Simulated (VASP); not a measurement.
# La2O3 (P-3m1) in VASP: notebook

One crystal, La2O3, is run at these levels: r2SCAN, PBE+D3(BJ); tasks: band structure, equation of state.

Program: VASP 6.6.1. These are calculated values, not measurements. Logs are shortened: lines on timing, memory, paths and dates and some standing lists are left out, and cuts for length are marked.

**1. Starting point**

Symmetry: P-3m1, No. 164, trigonal system. The conventional cell has a = 3.931 Å, b = 3.931 Å, c = 6.112 Å, α = 90.00°, β = 90.00°, γ = 120.00°. La (site symmetry 3m) has 4 O at 2.36 to 2.44 Å as nearest neighbours. Around O (site symmetry -3m) lie 6 La at 2.72 Å. O (site symmetry 3m) has 4 La at 2.36 to 2.44 Å as nearest neighbours.

The cell is a database's computed one.

**2. Band structure, r2SCAN, spin-orbit coupling, no magnetisation**

Input file INCAR:

```
SYSTEM = La2O3
PREC = Accurate
ENCUT = 520
EDIFF = 1E-6
ISMEAR = 0
SIGMA = 0.02
LREAL = .False.
LASPH = .True.
NELM = 60
ALGO = Normal
ISIF = 2
LWAVE = .False.
LCHARG = .False.
MAGMOM = 0 0 0 0 0 0 0 0 0 0 0 0 0 0 0
LORBIT = 11
LSORBIT = .True.
GGA_COMPAT = .False.
LMAXMIX = 6
METAGGA = R2SCAN
LMIXTAU = .True.
KPAR = 4
```

Input file KPOINTS:

```
Automatic mesh
0
Gamma
  6 6 4
  0 0 0
```

Input file POSCAR:

```
La2O3
1.0
    3.9307778780      0.0000000000      0.0000000000
   -1.9653889390      3.4041534990      0.0000000000
    0.0000000000      0.0000000000      6.1119535200
La O
2 3
Direct
    0.3333333333      0.6666666667      0.2462356800
    0.6666666667      0.3333333333      0.7537643200
    0.0000000000      0.0000000000      0.0000000000
    0.3333333333      0.6666666667      0.6458906500
    0.6666666667      0.3333333333      0.3541093500
```

Input file KPOINTS_OPT:

```
path GMKGALHA,LM,KH
10
line-mode
reciprocal
 0.0000000000  0.0000000000  0.0000000000  G
 0.5000000000  0.0000000000  0.0000000000  M

 0.5000000000  0.0000000000  0.0000000000  M
 0.3333333333  0.3333333333  0.0000000000  K

 0.3333333333  0.3333333333  0.0000000000  K
 0.0000000000  0.0000000000  0.0000000000  G

 0.0000000000  0.0000000000  0.0000000000  G
 0.0000000000  0.0000000000  0.5000000000  A

 0.0000000000  0.0000000000  0.5000000000  A
 0.5000000000  0.0000000000  0.5000000000  L

 0.5000000000  0.0000000000  0.5000000000  L
 0.3333333333  0.3333333333  0.5000000000  H

 0.3333333333  0.3333333333  0.5000000000  H
 0.0000000000  0.0000000000  0.5000000000  A

 0.5000000000  0.0000000000  0.5000000000  L
 0.5000000000  0.0000000000  0.0000000000  M

 0.3333333333  0.3333333333  0.0000000000  K
 0.3333333333  0.3333333333  0.5000000000  H
```

Potentials or basis: VASP PAW PBE potentials, release 64 (La, O).

The run is started by

```
cat potpaw_PBE.64/La/POTCAR potpaw_PBE.64/O/POTCAR > POTCAR
mpirun -np 4 vasp_ncl > vasp.out
```

OUTCAR:

```text
SYSTEM = La2O3
   PREC = Accurate
   ENCUT = 520
   EDIFF = 1E-6
   ISMEAR = 0
   LREAL = .False.
   LASPH = .True.
   NELM = 60
   ISIF = 2
   LORBIT = 11
   LSORBIT = .True.
   METAGGA = R2SCAN

 ion  position               nearest neighbor table
   1  0.333  0.667  0.246-   5 2.36   5 2.36   5 2.36   4 2.44   3 2.72   3 2.72   3 2.72
   2  0.667  0.333  0.754-   4 2.36   4 2.36   4 2.36   5 2.44   3 2.72   3 2.72   3 2.72
   3  0.000  0.000  0.000-   1 2.72   2 2.72   2 2.72   1 2.72   2 2.72   1 2.72
   4  0.333  0.667  0.646-   2 2.36   2 2.36   2 2.36   1 2.44
   5  0.667  0.333  0.354-   1 2.36   1 2.36   1 2.36   2 2.44

  LATTYP: Found a hexagonal cell.
 ALAT       =     3.9307778780
 C/A-ratio  =     1.5548966921

  Lattice vectors:

 A1 = (   3.9307778780,   0.0000000000,   0.0000000000)
 A2 = (  -1.9653889390,   3.4041534990,   0.0000000000)
 A3 = (   0.0000000000,   0.0000000000,   6.1119535200)

Analysis of symmetry for initial positions (statically):
=====================================================================
 Subroutine PRICEL returns:
 Original cell was already a primitive cell.

 Routine SETGRP: Setting up the symmetry group for a
 hexagonal supercell.

 Subroutine GETGRP returns: Found 12 space group operations
 (whereof 12 operations were pure point group operations)
 out of a pool of 24 trial point group operations.

The static configuration has the point symmetry D_3d.

Analysis of symmetry for dynamics (positions and initial velocities):
=====================================================================
 Subroutine PRICEL returns:
 Original cell was already a primitive cell.

 Routine SETGRP: Setting up the symmetry group for a
 hexagonal supercell.

 Subroutine GETGRP returns: Found 12 space group operations
 (whereof 12 operations were pure point group operations)
 out of a pool of 24 trial point group operations.

The dynamic configuration has the point symmetry D_3d.

Analysis of structural, dynamic, and magnetic symmetry:
=====================================================================
 Subroutine PRICEL returns:
 Original cell was already a primitive cell.

 Routine SETGRP: Setting up the symmetry group for a
 hexagonal supercell.

 Subroutine GETGRP returns: Found 12 space group operations
 (whereof 12 operations were pure point group operations)
 out of a pool of 24 trial point group operations.

The overall configuration has the point symmetry D_3d.

 Subroutine INISYM returns: Found 12 space group operations
 (whereof 12 operations are pure point group operations),
 and found     1 'primitive' translations

----------------------------------------------------------------------------------------

                                     Primitive cell

  volume of cell :      81.7839

  direct lattice vectors                    reciprocal lattice vectors
     3.930777878  0.000000000  0.000000000     0.254402571  0.146879393  0.000000000
    -1.965388939  3.404153499  0.000000000     0.000000000  0.293758786  0.000000000
     0.000000000  0.000000000  6.111953520     0.000000000  0.000000000  0.163613810

  length of vectors
     3.930777878  3.930777878  6.111953520     0.293758786  0.293758786  0.163613810

  position of ions in fractional coordinates (direct lattice)
     0.333333333  0.666666667  0.246235680
     0.666666667  0.333333333  0.753764320
     0.000000000  0.000000000  0.000000000
     0.333333333  0.666666667  0.645890650
     0.666666667  0.333333333  0.354109350

  ion indices of the primitive-cell ions
   primitive index   ion index
                 1           1
                 2           2
                 3           3
                 4           4
                 5           5

----------------------------------------------------------------------------------------

 KPOINTS: Automatic mesh

[... 73 lines left out ...]
   ISYM   =      2    0-nonsym 1-usesym 2-fastsym
   POTIM  = 0.5000    time-step for ionic-motion
   TEBEG  =    0.0;   TEEND  =   0.0 temperature during run
   PSTRESS=    0.0 pullay stress
   NELECT =      40.0000    total number of electrons
   NUPDOWN=      -1.0000    fix difference up-down
   EMIN   =  10.00;   EMAX   =-10.00  energy-range for DOS
   EFERMI =   0.00;   METHOD = LEGACY
   ISMEAR =     0;   SIGMA  =   0.02  broadening in eV -4-tet -1-fermi 0-gaus
   EFERMI_NEDOS =   21; number of points for ismear=-14 and -15
   IALGO  =     38    algorithm
   IMIX   =      4    mixing-type and parameters
     AMIX     =   0.40;   BMIX     =  1.00
     AMIX_MAG =   1.60;   BMIX_MAG =  1.00
  volume/ion in A,a.u.               =      16.36       110.38
  Fermi-wavevector in a.u.,A,eV,Ry     =   1.289849  2.437462 22.636161  1.663711
  Thomas-Fermi vector in A             =   2.421717
   LORBIT       =     11    0 simple, 1 ext, 2 COOP (PROOUT), +10 PAW based schemes
   METAGGA = R2SCAN    functional components
   LHFCALC =     F    Hartree Fock is set to
   AEXX    =    0.0000 exact exchange contribution
   IVDW    =     0    specifies the selected vdW correction
   LEPSILON=     F    determine dielectric tensor
   LRPA    =     F    only Hartree local field effects (RPA)
 Gauss-broadening in eV      SIGMA  =   0.02
  energy-cutoff  :      520.00
  volume of cell :       81.78
 maximum number of plane-waves:      4450
 NGX is ok and might be reduce to    30
   NGX = 15   NGY = 15   NGZ = 23

 number of electron      39.9999992 magnetization       0.0000000      0.0000000      0.0000000

 number of electron      39.9999992 magnetization       0.0000000      0.0000000     -0.0000000

 number of electron      39.9999992 magnetization      -0.0000000      0.0000000     -0.0000000

 number of electron      39.9999992 magnetization      -0.0000000     -0.0000000     -0.0000000

 Free energy of the ion-electron system (eV)
  ---------------------------------------------------
  ext. energy  EPLUGINS =         0.00000000
  ---------------------------------------------------
  free energy    TOTEN  =       -96.59908777 eV

  energy without entropy =      -96.59908777  energy(sigma->0) =      -96.59908777

 E-fermi :   5.9116     XC(G=0): -11.1040

 val. band max:        5.7451278839   @ k =   0.5000   0.0000   0.5000
 cond. band min:       9.9615298237   @ k =   0.3333   0.3333   0.0000
 fundamental gap:      4.2164019397
 Fermi energy:         5.9116085467

 k-point     1 :       0.0000    0.0000    0.0000
  band No.  band energies     occupation
      1     -25.0041      1.00000
      2     -25.0041      1.00000
      3     -24.7468      1.00000
      4     -24.7468      1.00000
      5     -12.1903      1.00000
      6     -12.1903      1.00000
[... 1213 lines left out ...]
     47      11.2497      0.00000
     48      11.2497      0.00000

------------------------ aborting loop because EDIFF is reached ----------------------------------------

  FORCE on cell =-STRESS in cart. coord.  units (eV):
  Direction    XX          YY          ZZ          XY          YZ          ZX
  --------------------------------------------------------------------------------------
  -------------------------------------------------------------------------------------
  Total        0.0581419      0.0581419      0.1182521     -0.0000000     -0.0000000      0.0000000
  in kB        1.1390230      1.1390230      2.3166041     -0.0000000     -0.0000000      0.0000000
  external PRESSURE =       1.5315500 kB  Pullay stress =       0.0000000 kB

 VOLUME and BASIS-vectors are now :
 -----------------------------------------------------------------------------
  energy-cutoff  :      520.00
  volume of cell :       81.78
      direct lattice vectors                 reciprocal lattice vectors
     3.930777878  0.000000000  0.000000000     0.254402571  0.146879393  0.000000000
    -1.965388939  3.404153499  0.000000000     0.000000000  0.293758786  0.000000000
     0.000000000  0.000000000  6.111953520     0.000000000  0.000000000  0.163613810

 POSITION                                       TOTAL-FORCE (eV/Angst)
 -----------------------------------------------------------------------------------
     -0.00000      2.26944      1.50498        -0.000000     -0.000000     -0.018847
      1.96539      1.13472      4.60697         0.000000      0.000000      0.018847
      0.00000      0.00000      0.00000        -0.000000      0.000000      0.000000
     -0.00000      2.26944      3.94765        -0.000000     -0.000000      0.012618
      1.96539      1.13472      2.16430         0.000000      0.000000     -0.012618
 -----------------------------------------------------------------------------------
    total drift:                               -0.000000      0.000000      0.000000

  FREE ENERGIE OF THE ION-ELECTRON SYSTEM (eV)
  ---------------------------------------------------
  free  energy   TOTEN  =       -96.5990877739 eV

  energy  without entropy=      -96.5990877739  energy(sigma->0) =      -96.59908777

 Spin-Orbit-Coupling matrix elements

 Ion:    1  E_soc:     -0.5437518
 l=   1
     0.0000000    -0.0900075    -0.0900170
    -0.0900075     0.0000000    -0.0900075
    -0.0900170    -0.0900075     0.0000000
 l=   2
     0.0000000    -0.0001043     0.0000000    -0.0001043    -0.0004989
    -0.0001043     0.0000000    -0.0002919    -0.0000907    -0.0001043
     0.0000000    -0.0002919     0.0000000    -0.0002919     0.0000000
    -0.0001043    -0.0000907    -0.0002919     0.0000000    -0.0001043
    -0.0004989    -0.0001043     0.0000000    -0.0001043     0.0000000
 l=   3
     0.0000000    -0.0000181     0.0000000     0.0000000     0.0000000    -0.0000181    -0.0000519
    -0.0000181     0.0000000    -0.0000128     0.0000000    -0.0000128    -0.0000344    -0.0000077
     0.0000000    -0.0000128     0.0000000    -0.0000304    -0.0000037    -0.0000128     0.0000000
     0.0000000     0.0000000    -0.0000304     0.0000000    -0.0000304     0.0000000     0.0000000
[... 69 lines left out ...]
 l=   2
     0.0000000     0.0000000     0.0000000     0.0000000     0.0000000
     0.0000000     0.0000000     0.0000000     0.0000000     0.0000000
     0.0000000     0.0000000     0.0000000     0.0000000     0.0000000
     0.0000000     0.0000000     0.0000000     0.0000000     0.0000000
     0.0000000     0.0000000     0.0000000     0.0000000     0.0000000
 l=   3
     0.0000000     0.0000000     0.0000000     0.0000000     0.0000000     0.0000000     0.0000000
     0.0000000     0.0000000     0.0000000     0.0000000     0.0000000     0.0000000     0.0000000
     0.0000000     0.0000000     0.0000000     0.0000000     0.0000000     0.0000000     0.0000000
     0.0000000     0.0000000     0.0000000     0.0000000     0.0000000     0.0000000     0.0000000
     0.0000000     0.0000000     0.0000000     0.0000000     0.0000000     0.0000000     0.0000000
     0.0000000     0.0000000     0.0000000     0.0000000     0.0000000     0.0000000     0.0000000
     0.0000000     0.0000000     0.0000000     0.0000000     0.0000000     0.0000000     0.0000000

 total charge

# of ion       s       p       d       f       tot
--------------------------------------------------
    1        1.995   5.725   0.613   0.225   8.558
    2        1.995   5.725   0.613   0.225   8.558
    3        1.559   3.411   0.000   0.000   4.970
    4        1.574   3.494   0.000   0.000   5.068
    5        1.574   3.494   0.000   0.000   5.068
--------------------------------------------------
tot          8.696  21.850   1.226   0.449  32.222

 magnetization (x)

# of ion       s       p       d       f       tot
--------------------------------------------------
    1        0.000   0.000   0.000  -0.000  -0.000
    2        0.000   0.000   0.000  -0.000   0.000
    3        0.000   0.000   0.000   0.000   0.000
    4       -0.000   0.000   0.000   0.000  -0.000
    5       -0.000   0.000   0.000   0.000  -0.000
--------------------------------------------------
tot         -0.000   0.000   0.000  -0.000  -0.000

 magnetization (y)

# of ion       s       p       d       f       tot
--------------------------------------------------
    1       -0.000   0.000   0.000   0.000   0.000
    2       -0.000   0.000   0.000   0.000   0.000
    3        0.000   0.000   0.000   0.000   0.000
    4       -0.000   0.000   0.000   0.000  -0.000
    5       -0.000   0.000   0.000   0.000  -0.000
--------------------------------------------------
tot         -0.000   0.000   0.000   0.000   0.000

 magnetization (z)

# of ion       s       p       d       f       tot
--------------------------------------------------
    1        0.000   0.000   0.000   0.000   0.000
    2        0.000   0.000   0.000   0.000   0.000
    3        0.000   0.000   0.000   0.000   0.000
    4        0.000   0.000   0.000   0.000   0.000
    5        0.000   0.000   0.000   0.000   0.000
--------------------------------------------------
tot          0.000   0.000   0.000   0.000   0.000
```

It took 12 min on 4 MPI ranks of Intel Xeon 6975P-C (Granite Rapids), shared host; peak memory 0.6 GiB.

What came out:

| Property | Result |
| --- | --- |
| Free energy | -96.5991 eV |
| Pressure | 0.2 GPa |
| Largest force | 0.019 eV/Å |
| Valence electrons inside the program's atomic spheres | La 8.56; O 4.97, 5.07 |

Forces on the atoms (eV/Å):
```
La   0.000  0.000 -0.019
La   0.000  0.000  0.019
O    0.000  0.000  0.000
O    0.000  0.000  0.013
O    0.000  0.000 -0.013
```

Stress tensor (GPa, compression positive):
```
0.11 0.00 0.00
0.00 0.11 0.00
0.00 0.00 0.23
```

Caveat: the PAW data sets were made with another functional, which shifts forces and pressure a little.

(Continued in part 2 of 2.)
